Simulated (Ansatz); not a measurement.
## Eigenvalues along a path: BaO

```
Ba O
1.0
     0.00000    2.75000    2.75000
     2.75000    0.00000    2.75000
     2.75000    2.75000    0.00000
Ba O
1 1
Direct
  0.00000 0.00000 0.00000
  0.50000 0.50000 0.50000
```

The base volume is that of a database entry, so it needn't be at zero pressure; the structure needn't be the stable phase, at rest or compressed.

Computed with Ansatz 0.2.0; functional PBEsol, scalar-relativistic. Settings: a Γ-centred 9×9×9 k mesh, Fermi–Dirac smearing of 0.03 eV, no spin polarisation. Methods: LAPW: all electrons, basis error target 1 meV/atom.

Spin–orbit coupling is left out, which matters for the heavy atoms.

Path points, in fractions of the reciprocal vectors: Γ (0.000, 0.000, 0.000), X (0.500, 0.000, 0.500), U (0.625, 0.250, 0.625), K (0.375, 0.375, 0.750), L (0.500, 0.500, 0.500), W (0.500, 0.250, 0.750). The distance column jumps between branches of the path. Levels in eV from the valence-band top; bands 11 to 19, counted from the lowest band of the run. The gap is 1.86 eV, the pressure -0.41 GPa.

```
# k(1/Å) point b11 b12 b13 b14 b15 b16 b17 b18 b19
0.000 Γ -14.99 -10.21 -10.21 -10.21 -0.52 -0.52 -0.52 3.51 4.68
0.163 - -15.04 -10.24 -10.24 -10.18 -0.81 -0.53 -0.53 3.79 4.38
0.326 - -15.16 -10.34 -10.34 -10.18 -1.30 -0.53 -0.53 3.76 4.35
0.490 - -15.28 -10.47 -10.47 -10.34 -1.52 -0.50 -0.50 3.12 4.93
0.653 - -15.33 -10.73 -10.61 -10.61 -1.31 -0.44 -0.44 2.59 5.49
0.816 - -15.31 -11.23 -10.73 -10.73 -0.78 -0.36 -0.36 2.19 5.93
0.979 - -15.24 -11.65 -10.82 -10.82 -0.29 -0.29 -0.24 1.94 6.08
1.142 X -15.20 -11.82 -10.85 -10.85 -0.26 -0.26 0.00 1.86 6.06
1.200 - -15.20 -11.82 -10.84 -10.84 -0.28 -0.28 0.00 1.89 6.09
1.258 - -15.22 -11.80 -10.84 -10.83 -0.35 -0.32 -0.01 1.99 6.17
1.315 - -15.25 -11.78 -10.82 -10.81 -0.45 -0.39 -0.03 2.15 6.31
1.373 - -15.28 -11.74 -10.80 -10.79 -0.57 -0.48 -0.06 2.36 6.48
1.431 - -15.33 -11.69 -10.78 -10.75 -0.72 -0.59 -0.09 2.63 6.69
1.489 - -15.37 -11.64 -10.75 -10.71 -0.87 -0.71 -0.12 2.94 6.68
1.546 U -15.42 -11.57 -10.71 -10.67 -1.03 -0.84 -0.16 3.28 6.34
2.246 K -15.42 -11.57 -10.71 -10.67 -1.03 -0.84 -0.16 3.28 6.34
2.419 - -15.54 -11.34 -10.60 -10.53 -1.45 -1.20 -0.30 4.44 5.43
2.592 - -15.58 -11.07 -10.47 -10.38 -1.72 -1.44 -0.42 4.73 5.48
2.765 - -15.53 -10.80 -10.36 -10.28 -1.75 -1.47 -0.51 4.27 5.78
2.938 - -15.38 -10.55 -10.29 -10.22 -1.55 -1.30 -0.55 4.09 5.32
3.111 - -15.20 -10.36 -10.24 -10.20 -1.17 -0.98 -0.55 4.18 4.58
3.284 - -15.05 -10.25 -10.22 -10.20 -0.73 -0.66 -0.53 3.84 4.48
3.458 Γ -14.99 -10.21 -10.21 -10.21 -0.52 -0.52 -0.52 3.51 4.68
3.599 - -15.03 -10.22 -10.21 -10.21 -0.64 -0.59 -0.59 3.74 4.57
3.740 - -15.14 -10.26 -10.23 -10.23 -0.93 -0.76 -0.76 4.25 4.50
3.882 - -15.30 -10.31 -10.26 -10.26 -1.28 -0.99 -0.99 4.27 5.28
4.023 - -15.48 -10.37 -10.29 -10.29 -1.62 -1.23 -1.23 4.36 5.97
4.164 - -15.64 -10.41 -10.31 -10.31 -1.89 -1.42 -1.42 4.57 6.54
4.306 - -15.75 -10.45 -10.33 -10.33 -2.06 -1.55 -1.55 4.81 7.04
4.447 L -15.79 -10.46 -10.33 -10.33 -2.12 -1.60 -1.60 4.91 7.26
4.562 - -15.77 -10.49 -10.39 -10.35 -2.05 -1.56 -1.53 4.91 6.66
4.678 - -15.73 -10.61 -10.56 -10.35 -1.87 -1.44 -1.35 4.87 6.05
4.793 - -15.66 -10.79 -10.78 -10.34 -1.72 -1.17 -1.09 4.80 5.51
4.909 - -15.57 -11.00 -11.00 -10.32 -1.61 -0.83 -0.79 4.69 5.05
5.024 - -15.49 -11.20 -11.19 -10.30 -1.53 -0.52 -0.51 4.57 4.71
5.139 - -15.43 -11.33 -11.32 -10.29 -1.48 -0.31 -0.31 4.47 4.51
5.255 W -15.41 -11.37 -11.37 -10.28 -1.47 -0.24 -0.24 4.44 4.44
5.336 - -15.40 -11.48 -11.26 -10.31 -1.41 -0.27 -0.20 3.84 5.08
5.418 - -15.37 -11.57 -11.15 -10.39 -1.26 -0.30 -0.15 3.29 5.75
5.500 - -15.33 -11.66 -11.05 -10.51 -1.03 -0.30 -0.10 2.82 6.43
5.581 - -15.28 -11.73 -10.97 -10.63 -0.76 -0.30 -0.06 2.42 6.47
5.663 - -15.24 -11.78 -10.90 -10.74 -0.51 -0.28 -0.03 2.12 6.27
5.744 - -15.21 -11.81 -10.86 -10.82 -0.33 -0.27 -0.01 1.93 6.12
5.826 X -15.20 -11.82 -10.85 -10.85 -0.26 -0.26 0.00 1.86 6.06
```
